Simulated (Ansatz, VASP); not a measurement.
**ZrN: VASP beside Ansatz**

File INCAR:

```
PREC = Accurate ; ENCUT = 520
EDIFF = 1E-7 ; ISMEAR = -1
SIGMA = 0.05 ; LREAL = False
LASPH = True ; NELM = 60
ALGO = Normal ; ISIF = 2
LWAVE = False ; LCHARG = False
GGA = PE ; NBANDS = 16
```

File KPOINTS:

```
regular mesh
0
Gamma
  10 10 10
```

The input POSCAR:

```
ZrN
1.0
    0.0000000000      2.2530480500      2.2530480500
    2.2530480500      0.0000000000      2.2530480500
    2.2530480500      2.2530480500      0.0000000000
Zr N
1 1
Direct
    0.5000000000      0.5000000000      0.5000000000
    0.0000000000      0.0000000000      0.0000000000
```

The input input.yaml:

```yaml
crystal:
  lattice:
    - [0.0, 2.25304805, 2.25304805]
    - [2.25304805, 0.0, 2.25304805]
    - [2.25304805, 2.25304805, 0.0]
  atoms:
    - { symbol: Zr, position: [0.5, 0.5, 0.5] }
    - { symbol: "N", position: [0.0, 0.0, 0.0] }
hamiltonian:
  xc: pbe
  pseudopotentials: { kind: paw }
kpoints:
  mp_grid: { grid: [10, 10, 10] }
scf:
  occupations: { method: fermi_dirac, width: 0.05 }
output:
  forces: true
  stress: true
  eigenvalues: true
  write_density: true
  write_potential: true
  elf: true
  volumetric_format: npy
```

Change from the starting cell: volume scaled by 0.94.

Alike in both runs: task single point; functional PBE; k mesh 10 × 10 × 10; occupations fermi-dirac, width 0.05 eV; no spin polarisation.

|  | VASP | Ansatz |
| --- | --- | --- |
| version | VASP 6.6.1 | Ansatz 0.2.0 |
| potentials or method | VASP PAW PBE potentials, release 64 (Zr_sv, N) | Ansatz PAW |
| plane-wave cutoff (eV) | 520 | 420 |
| valence electrons in the cell | 17 | 17 |

```csv
,VASP,Ansatz,Ansatz less VASP
gap on the k mesh at the Fermi level (eV),none,none,-
pressure (GPa),16.8,16.5,-0.30
```

A gap of «none» marks a metal or a gap that the smearing closes. With one functional, cell and mesh, what is left measures potentials, basis and numerics.

Caveats: the pressure holds a Pulay correction of +0.4 GPa for the finite cutoff (Ansatz).
